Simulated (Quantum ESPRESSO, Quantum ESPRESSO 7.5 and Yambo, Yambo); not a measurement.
**A GW chain in Yambo: GaAs (F-43m)**

Aim: the G0W0 gap of GaAs (F-43m) on PBE with spin-orbit coupling, step by step.

Calculated with Quantum ESPRESSO 7.5 and Yambo 5.3.0; PBE and many-body steps on it, plane waves.

**What was measured.**

- Gap 1.51 eV: band-edge emission energy from PL (direct gap at Gamma); photoluminescence, 633 nm excitation; 77 K; bulk crystal (MBE GaAs matrix around a thin InAs wetting layer on semi-insulating GaAs (100)) (“Photoluminescence of InAs/GaAs quantum dots under direct two-photon excitation”, 2020, pmc:7331710).

- Gap 1.412 ± 0.01 eV: direct gap E0 at Gamma from ellipsometry; variable-angle spectroscopic ellipsometry, parametric critical-point fit; 300 K; bulk crystal (semi-insulating GaAs(001) reference substrate with native oxide) (“Evidence of valence band perturbations in GaAsN/GaAs(001): A combined variable-angle spectroscopic ellipsometry and modulated photoreflectance investigation”, 2008, arxiv:0805.2212).

- Gap 1.42 eV: band-edge photoluminescence emission energy of the GaAs substrate; time-integrated photoluminescence; 300 K; bulk crystal ((001) GaAs substrate beneath GaBiAs epilayers) (“Investigation of the anisotropic electron g factor as a probe of the electronic structure of GaBixAs1-x/GaAs epilayers”, 2014, arxiv:1409.8467).

- Gap 1.418 ± 0.005 eV: direct gap E0 at Gamma from PR; modulated photoreflectance, low-field lineshape fit; 300 K; bulk crystal (semi-insulating GaAs(001) reference substrate) (“Evidence of valence band perturbations in GaAsN/GaAs(001): A combined variable-angle spectroscopic ellipsometry and modulated photoreflectance investigation”, 2008, arxiv:0805.2212).

### Step 1. The structure

The structure is cubic, space group F-43m (No. 216). Conventional cell: a = 5.654 Å, b = 5.654 Å, c = 5.654 Å, α = 90.00°, β = 90.00°, γ = 90.00°. Nearest to Ga lie 4 As at 2.45 Å. Nearest to As lie 4 Ga at 2.45 Å. Farther neighbours are not listed.

The cell and positions come from the Crystallography Open Database and are kept as given unless a step says otherwise.

### Step 2. Ground state

This step: Quantum ESPRESSO 7.5; DFT, PBE with spin-orbit coupling, plane waves, norm-conserving pseudopotentials.

The ground-state density comes first.

Contents of pw.in:

```
&control
  calculation = 'scf'
  prefix = 'x'
  outdir = 'o'
  pseudo_dir = 'pseudo'
/
&system
  ibrav = 0
  nat = 2
  ntyp = 2
  ecutwfc = 76.0
  nbnd = 38
  force_symmorphic = .true.
  noncolin = .true.
  lspinorb = .true.
/
&electrons
  conv_thr = 1e-10
  electron_maxstep = 80
  mixing_beta = 0.5
/
ATOMIC_SPECIES
  Ga 69.723 Ga.upf
  As 74.922 As.upf
CELL_PARAMETERS angstrom
  0.0000000000 2.8268500000 2.8268500000
  2.8268500000 0.0000000000 2.8268500000
  2.8268500000 2.8268500000 0.0000000000
ATOMIC_POSITIONS crystal
  Ga 0.0000000000 0.0000000000 0.0000000000
  As 0.2500000000 0.2500000000 0.2500000000
K_POINTS automatic
  6 6 6 0 0 0
```

Started as:

```bash
$ OMP_NUM_THREADS=1 mpirun -n 4 pw.x -nk 4 -in pw.in > pw.out
```

What it wrote:

```text
Program PWSCF v.7.5 starts

     This program is part of the open-source Quantum ESPRESSO suite
     for quantum simulation of materials; please cite
         "P. Giannozzi et al., J. Phys.:Condens. Matter 21 395502 (2009);
         "P. Giannozzi et al., J. Phys.:Condens. Matter 29 465901 (2017);
         "P. Giannozzi et al., J. Chem. Phys. 152 154105 (2020);
     in publications or presentations arising from this work. More details at
     Message from routine setup:
     using ibrav=0 with symmetry is DISCOURAGED, use correct ibrav instead

     G-vector sticks info

     bravais-lattice index     =            0
     lattice parameter (alat)  =       7.5547  a.u.
     unit-cell volume          =     304.8842 (a.u.)^3
     number of atoms/cell      =            2
     number of atomic types    =            2
     number of electrons       =        28.00
     number of Kohn-Sham states=           38
     kinetic-energy cutoff     =      76.0000  Ry
     charge density cutoff     =     304.0000  Ry
     scf convergence threshold =      1.0E-10
     mixing beta               =       0.5000
     number of iterations used =            8  plain     mixing
     Exchange-correlation= PBE
                           (   1   4   3   4   0   0   0)
     Non magnetic calculation with spin-orbit

     celldm(1)=   7.554690  celldm(2)=   0.000000  celldm(3)=   0.000000
     celldm(4)=   0.000000  celldm(5)=   0.000000  celldm(6)=   0.000000

     crystal axes: (cart. coord. in units of alat)
               a(1) = (   0.000000   0.707107   0.707107 )
               a(2) = (   0.707107   0.000000   0.707107 )
               a(3) = (   0.707107   0.707107   0.000000 )

     reciprocal axes: (cart. coord. in units 2 pi/alat)
               b(1) = ( -0.707107  0.707107  0.707107 )
               b(2) = (  0.707107 -0.707107  0.707107 )
               b(3) = (  0.707107  0.707107 -0.707107 )
     Pseudo is Norm-conserving + core correction, Zval = 13.0
     Generated using ONCVPSP code by D. R. Hamann
     Using radial grid of 1926 points, 10 beta functions with:
     Pseudo is Norm-conserving + core correction, Zval = 15.0
     Generated using ONCVPSP code by D. R. Hamann
     Using radial grid of 1358 points, 10 beta functions with:
     Ga               13.00    69.72300     Ga( 1.00)
     As               15.00    74.92200     As( 1.00)

     24 Sym. Ops. (no inversion) found

   Cartesian axes

     site n.     atom                  positions (alat units)
         1        Ga     tau(   1) = (   0.0000000   0.0000000   0.0000000  )
         2        As     tau(   2) = (   0.3535534   0.3535534   0.3535534  )

     number of k points=    16
                       cart. coord. in units 2pi/alat
        k(    1) = (   0.0000000   0.0000000   0.0000000), wk =   0.0046296
        k(    2) = (   0.1178511   0.1178511  -0.1178511), wk =   0.0370370
        k(    3) = (   0.2357023   0.2357023  -0.2357023), wk =   0.0370370
        k(    4) = (  -0.3535534  -0.3535534   0.3535534), wk =   0.0185185
        k(    5) = (   0.2357023   0.0000000  -0.0000000), wk =   0.0277778
        k(    6) = (   0.3535534   0.1178511  -0.1178511), wk =   0.1111111
        k(    7) = (  -0.2357023  -0.4714045   0.4714045), wk =   0.1111111
        k(    8) = (  -0.1178511  -0.3535534   0.3535534), wk =   0.1111111
        k(    9) = (   0.0000000  -0.2357023   0.2357023), wk =   0.0555556
        k(   10) = (   0.4714045   0.0000000  -0.0000000), wk =   0.0277778
     [... 4 further rows ...]
        k(   15) = (  -0.1178511  -0.3535534   0.5892557), wk =   0.1111111
        k(   16) = (  -0.7071068   0.2357023   0.0000000), wk =   0.0555556

     Dense  grid:    27317 G-vectors     FFT dimensions: (  45,  45,  45)

     Initial potential from superposition of free atoms

     starting charge      27.9971, renormalised to      28.0000
     Starting wfcs are   36 randomized atomic wfcs +    2 random wfcs

     per-process dynamical memory:    57.8 Mb

     Self-consistent Calculation

     iteration #  1     ecut=    76.00 Ry     beta= 0.50

     Threshold (ethr) on eigenvalues was too large:
     Diagonalizing with lowered threshold

     total energy              =    -365.04624277 Ry
     estimated scf accuracy    <       0.04919818 Ry

     iteration #  2     ecut=    76.00 Ry     beta= 0.50

     total energy              =    -365.05225004 Ry
     estimated scf accuracy    <       0.00570243 Ry

     iteration #  3     ecut=    76.00 Ry     beta= 0.50

     total energy              =    -365.05250340 Ry
     estimated scf accuracy    <       0.00093847 Ry

     iteration #  4     ecut=    76.00 Ry     beta= 0.50

     total energy              =    -365.05255144 Ry
     estimated scf accuracy    <       0.00001888 Ry

     iteration #  5     ecut=    76.00 Ry     beta= 0.50

     total energy              =    -365.05255535 Ry
     estimated scf accuracy    <       0.00000142 Ry

     iteration #  6     ecut=    76.00 Ry     beta= 0.50

     total energy              =    -365.05255561 Ry
     estimated scf accuracy    <       0.00000011 Ry

     iteration #  7     ecut=    76.00 Ry     beta= 0.50

     total energy              =    -365.05255564 Ry
     estimated scf accuracy    <          9.2E-09 Ry

     iteration #  8     ecut=    76.00 Ry     beta= 0.50

     total energy              =    -365.05255564 Ry
     estimated scf accuracy    <          1.9E-09 Ry

     iteration #  9     ecut=    76.00 Ry     beta= 0.50

     total energy              =    -365.05255565 Ry
     estimated scf accuracy    <          5.3E-10 Ry

     iteration # 10     ecut=    76.00 Ry     beta= 0.50

     End of self-consistent calculation

          k = 0.0000 0.0000 0.0000 (  3479 PWs)   bands (ev):

   -26.8085 -26.8085 -26.8085 -26.8085 -26.0851 -26.0851 -26.0793 -26.0793
   -26.0793 -26.0793  -6.2535  -6.2535  -6.2535  -6.2535  -5.8274  -5.8274
    -5.7754  -5.7754  -5.7754  -5.7754  -3.9149  -3.9149   8.5877   8.5877
     8.9222   8.9222   8.9222   8.9222   9.3283   9.3283  12.4244  12.4244
    12.6106  12.6106  12.6106  12.6106  16.4151  16.4151

          k = 0.1179 0.1179-0.1179 (  3425 PWs)   bands (ev):

   -26.8081 -26.8081 -26.8081 -26.8080 -26.0847 -26.0847 -26.0789 -26.0789
   -26.0786 -26.0786  -6.2591  -6.2591  -6.2549  -6.2491  -5.8313  -5.8313
    -5.7827  -5.7827  -5.7740  -5.7676  -3.5946  -3.5946   6.0965   6.0965
     8.3236   8.3236   8.5355   8.5387  10.4457  10.4457  13.0316  13.0316
    13.1603  13.1619  13.5001  13.5001  17.7696  17.8811

          k = 0.2357 0.2357-0.2357 (  3428 PWs)   bands (ev):

   -26.8081 -26.8081 -26.8078 -26.8078 -26.0844 -26.0844 -26.0791 -26.0791
   -26.0783 -26.0783  -6.2711  -6.2711  -6.2525  -6.2467  -5.8365  -5.8365
    -5.7936  -5.7936  -5.7646  -5.7582  -2.7680  -2.7680   3.4338   3.4338
     7.7803   7.7803   7.9863   7.9889  10.0294  10.0294  13.4628  13.4628
    13.5650  13.5661  16.0658  16.0658  17.5899  17.5899

          k =-0.3536-0.3536 0.3536 (  3426 PWs)   bands (ev):

     [... further k-points ...]

     highest occupied, lowest unoccupied level (ev):     8.9222    9.3283

!    total energy              =    -365.05255565 Ry
     estimated scf accuracy    <          1.7E-11 Ry

     The total energy is the sum of the following terms:
     one-electron contribution =    -191.99561593 Ry
     hartree contribution      =     114.70658281 Ry
     xc contribution           =     -89.41068874 Ry
     ewald contribution        =    -198.35283378 Ry

     convergence has been achieved in  10 iterations

     XML data file, charge density, pseudopotentials, collected wavefunctions

=------------------------------------------------------------------------------=
   JOB DONE.
=------------------------------------------------------------------------------=
```

Run time: 20 s. Hardware: 4 MPI ranks of Arm Neoverse V2, shared host; peak memory 0.47 GiB.

Numbers from this step:

```
total energy               : -4966.7930 eV
gap                        : 0.4062 eV
k of the valence top       : 0, 0, 0
k of the conduction bottom : 0, 0, 0
least direct gap           : 0.4062 eV
```

The gap is direct, at Γ.

### Step 3. Bands along the symmetry lines

Levels along a band path, at the cheap level, show where the edges lie and whether the meshes to come will hold them.

Contents of pw.in:

```
&control
  calculation = 'bands'
  prefix = 'x'
  outdir = 'o'
  pseudo_dir = 'pseudo'
/
&system
  ibrav = 0
  nat = 2
  ntyp = 2
  ecutwfc = 76.0
  nbnd = 40
  force_symmorphic = .true.
  noncolin = .true.
  lspinorb = .true.
/
&electrons
  conv_thr = 1e-9
  electron_maxstep = 80
  diago_full_acc = .true.
  diago_thr_init = 5e-6
/
ATOMIC_SPECIES
  Ga 69.723 Ga.upf
  As 74.922 As.upf
CELL_PARAMETERS angstrom
  0.0000000000 2.8268500000 2.8268500000
  2.8268500000 0.0000000000 2.8268500000
  2.8268500000 2.8268500000 0.0000000000
ATOMIC_POSITIONS crystal
  Ga 0.0000000000 0.0000000000 0.0000000000
  As 0.2500000000 0.2500000000 0.2500000000
K_POINTS crystal
  50
  0.00000000 0.00000000 0.00000000 1
  -0.06250000 -0.06250000 0.00000000 1
  -0.12500000 -0.12500000 0.00000000 1
  -0.18750000 -0.18750000 0.00000000 1
  -0.25000000 -0.25000000 0.00000000 1
  -0.31250000 -0.31250000 0.00000000 1
  -0.37500000 -0.37500000 0.00000000 1
  -0.43750000 -0.43750000 0.00000000 1
  -0.50000000 -0.50000000 0.00000000 1
  -0.48437500 -0.48437500 0.03125000 1
  -0.46875000 -0.46875000 0.06250000 1
  -0.45312500 -0.45312500 0.09375000 1
  -0.43750000 -0.43750000 0.12500000 1
  -0.42187500 -0.42187500 0.15625000 1
  -0.40625000 -0.40625000 0.18750000 1
  -0.39062500 -0.39062500 0.21875000 1
  -0.37500000 -0.37500000 0.25000000 1
  -0.37500000 0.00000000 0.37500000 1
  -0.32812500 0.00000000 0.32812500 1
  -0.28125000 0.00000000 0.28125000 1
  -0.23437500 0.00000000 0.23437500 1
  -0.18750000 0.00000000 0.18750000 1
  -0.14062500 0.00000000 0.14062500 1
  -0.09375000 0.00000000 0.09375000 1
  -0.04687500 0.00000000 0.04687500 1
  0.00000000 0.00000000 0.00000000 1
  0.00000000 0.00000000 0.06250000 1
  0.00000000 0.00000000 0.12500000 1
  0.00000000 0.00000000 0.18750000 1
  0.00000000 0.00000000 0.25000000 1
  0.00000000 0.00000000 0.31250000 1
  0.00000000 0.00000000 0.37500000 1
  0.00000000 0.00000000 0.43750000 1
  -0.00000000 -0.00000000 0.50000000 1
  -0.06250000 -0.03125000 0.46875000 1
  -0.12500000 -0.06250000 0.43750000 1
  -0.18750000 -0.09375000 0.40625000 1
  -0.25000000 -0.12500000 0.37500000 1
  -0.31250000 -0.15625000 0.34375000 1
  -0.37500000 -0.18750000 0.31250000 1
  -0.43750000 -0.21875000 0.28125000 1
  -0.50000000 -0.25000000 0.25000000 1
  -0.50000000 -0.28125000 0.21875000 1
  -0.50000000 -0.31250000 0.18750000 1
  -0.50000000 -0.34375000 0.15625000 1
  -0.50000000 -0.37500000 0.12500000 1
  -0.50000000 -0.40625000 0.09375000 1
  -0.50000000 -0.43750000 0.06250000 1
  -0.50000000 -0.46875000 0.03125000 1
  -0.50000000 -0.50000000 0.00000000 1
```

What it wrote:

```text
[banner, memory and clock lines left out]
Program PWSCF v.7.5 starts

     Atomic positions and unit cell read from directory:
     o/x.save/

     Message from routine setup:
     using ibrav=0 with symmetry is DISCOURAGED, use correct ibrav instead

     G-vector sticks info

     bravais-lattice index     =            0
     lattice parameter (alat)  =       7.5547  a.u.
     unit-cell volume          =     304.8842 (a.u.)^3
     number of atoms/cell      =            2
     number of atomic types    =            2
     number of electrons       =        28.00
     number of Kohn-Sham states=           40
     kinetic-energy cutoff     =      76.0000  Ry
     charge density cutoff     =     304.0000  Ry
     Exchange-correlation= PBE
                           (   1   4   3   4   0   0   0)
     Non magnetic calculation with spin-orbit

     celldm(1)=   7.554690  celldm(2)=   0.000000  celldm(3)=   0.000000
     celldm(4)=   0.000000  celldm(5)=   0.000000  celldm(6)=   0.000000

     crystal axes: (cart. coord. in units of alat)
               a(1) = (   0.000000   0.707107   0.707107 )
               a(2) = (   0.707107   0.000000   0.707107 )
               a(3) = (   0.707107   0.707107   0.000000 )

     reciprocal axes: (cart. coord. in units 2 pi/alat)
               b(1) = ( -0.707107  0.707107  0.707107 )
               b(2) = (  0.707107 -0.707107  0.707107 )
               b(3) = (  0.707107  0.707107 -0.707107 )
     Pseudo is Norm-conserving + core correction, Zval = 13.0
     Generated using ONCVPSP code by D. R. Hamann
     Using radial grid of 1926 points, 10 beta functions with:
     Pseudo is Norm-conserving + core correction, Zval = 15.0
     Generated using ONCVPSP code by D. R. Hamann
     Using radial grid of 1358 points, 10 beta functions with:
     Ga               13.00    69.72300     Ga( 1.00)
     As               15.00    74.92200     As( 1.00)

     24 Sym. Ops. (no inversion) found

   Cartesian axes

     site n.     atom                  positions (alat units)
         1        Ga     tau(   1) = (   0.0000000   0.0000000   0.0000000  )
         2        As     tau(   2) = (   0.3535534   0.3535534   0.3535534  )

     number of k points=    50
                       cart. coord. in units 2pi/alat
        k(    1) = (   0.0000000   0.0000000   0.0000000), wk =   0.0200000
        k(    2) = (   0.0000000   0.0000000  -0.0883883), wk =   0.0200000
        k(    3) = (   0.0000000   0.0000000  -0.1767767), wk =   0.0200000
[...]
[... 38 further rows ...]
        k(   49) = (   0.0441942  -0.0000000  -0.7071068), wk =   0.0200000
        k(   50) = (   0.0000000   0.0000000  -0.7071068), wk =   0.0200000

     Dense  grid:    27317 G-vectors     FFT dimensions: (  45,  45,  45)

     The potential is recalculated from file :
     o/x.save/charge-density

     Starting wfcs are   36 randomized atomic wfcs +    4 random wfcs

     Band Structure Calculation

     End of band structure calculation

          k = 0.0000 0.0000 0.0000 (  3479 PWs)   bands (ev):

   -26.8085 -26.8085 -26.8085 -26.8085 -26.0851 -26.0851 -26.0792 -26.0792
   -26.0792 -26.0792  -6.2535  -6.2535  -6.2535  -6.2535  -5.8275  -5.8275
    -5.7754  -5.7754  -5.7754  -5.7754  -3.9149  -3.9149   8.5877   8.5877
[...]
k = 0.0000 0.0000-0.0884 (  3439 PWs)   bands (ev):

[...]
k = 0.0000 0.0000-0.1768 (  3431 PWs)   bands (ev):

[...]
k =-0.0000 0.0000-0.2652 (  3431 PWs)   bands (ev):

[...]
k = 0.0000 0.0000-0.3536 (  3399 PWs)   bands (ev):

[...]
k = 0.0000-0.0000-0.4419 (  3431 PWs)   bands (ev):

[...]
k =-0.0000 0.0000-0.5303 (  3407 PWs)   bands (ev):

[...]
k = 0.0000-0.0000-0.6187 (  3406 PWs)   bands (ev):

[...]
k = 0.5303-0.0000-0.5303 (  3414 PWs)   bands (ev):

[...]
k = 0.0000 0.0000 0.0000 (  3479 PWs)   bands (ev):

[...]
k = 0.1326 0.0000-0.7071 (  3386 PWs)   bands (ev):

[...]
k = 0.0884-0.0000-0.7071 (  3386 PWs)   bands (ev):

[...]
k = 0.0442-0.0000-0.7071 (  3384 PWs)   bands (ev):

[...]
k = 0.0000 0.0000-0.7071 (  3378 PWs)   bands (ev):

[...]
6.0911   6.0911   6.1750   6.1750  10.2792  10.2792  10.4734  10.4734
    18.9423  18.9423  18.9983  18.9983  19.8119  19.8119  22.1210  22.1210

     XML data file, pseudopotentials, collected wavefunctions
```

Elapsed: 20 s, on 4 MPI ranks; peak memory 0.34 GiB.

This step gave:

```yaml
gap: 0.4062 eV
k_of_the_valence_top: 0, 0, 0
k_of_the_conduction_bottom: 0, 0, 0
least_direct_gap: 0.4062 eV
```

The gap is 0.406 eV, as in the run before at this level.

Electronic bands along the path, in eV, zero at the top of the highest filled band:

```tsv
point	band 25	band 26	band 27	band 28	band 29	band 30	band 31	band 32
Γ	0.00	0.00	0.00	0.00	0.41	0.41	3.50	3.50
halfway	-1.86	-1.86	-1.75	-1.75	1.87	1.87	3.16	3.16
X	-2.83	-2.83	-2.75	-2.75	1.36	1.36	1.55	1.55
halfway	-3.34	-3.30	-2.68	-2.68	1.54	1.55	2.44	2.48
U	-4.00	-3.94	-2.37	-2.37	1.85	1.86	4.50	4.56
jump to K	-4.00	-3.94	-2.37	-2.37	1.85	1.86	4.50	4.56
halfway	-2.59	-2.53	-0.79	-0.79	2.55	2.60	4.62	4.67
Γ	0.00	0.00	0.00	0.00	0.41	0.41	3.50	3.50
halfway	-0.89	-0.89	-0.69	-0.68	1.34	1.34	4.43	4.43
L	-1.36	-1.36	-1.15	-1.15	0.89	0.89	4.49	4.49
halfway	-3.37	-3.31	-2.06	-2.03	2.89	2.94	4.05	4.07
W	-3.71	-3.59	-3.47	-3.43	4.40	4.59	4.61	4.65
halfway	-3.31	-3.22	-3.16	-3.13	2.43	2.47	2.62	2.69
X	-2.83	-2.83	-2.75	-2.75	1.36	1.36	1.55	1.55
```

(Continued in part 2 of 3.)

[Paths, hosts, dates, memory and timing lines, banners, echoed tables and standing remarks are left out of the program output.]

[Logs are printed without paths, hosts, clocks, repeated set-up lines and the standing remarks that a program may print on its own settings, such as how far it seeks lower states.]

[Runs of the session that timed out or met a known fault of the program may be left out.]

[Hosts, paths, dates, database ids (printed as entryN), source tags and the programs' standing remarks are cut or masked in the printed files.]
